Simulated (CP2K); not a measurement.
The system is O.

```
O
1.0
     3.30062    0.00000    0.00000
     1.62602    2.87232    0.00000
    -2.06860   -1.20603    3.64705
O
2
Direct
  0.97455 0.97455 0.84443
  0.02545 0.02545 0.15557
```

Base run:

```yaml
Program: CP2K 2026.2
Functional: HLE16
Potentials_or_basis: POTENTIAL_UZH O GTH-PBE-q6; TZVP-MOLOPT-PBE-GTH basis
Density_cutoff: 11565 eV
k_mesh: 10 × 10 × 7
Occupations: fermi-dirac, width 0.05 eV
Spin: no spin polarisation
```

Its results: band gap on the k mesh none (metal or under the smearing width); pressure -10.6 GPa; largest force 6.326 eV/Å.

Task: The run is repeated on the same cell with these changes: functional from HLE16 to BEEF-vdW. What comes out?

Result: Band gap on the k mesh none (metal or under the smearing width); pressure -0.5 GPa; largest force 0.738 eV/Å.

Caveats: spin is off for a triplet molecule; the potentials were made for another functional, which shifts forces and pressure; the basis of atomic orbitals isn't converged, which shifts pressures, moduli and gaps; the potentials were made for a functional far from this one (some runs).
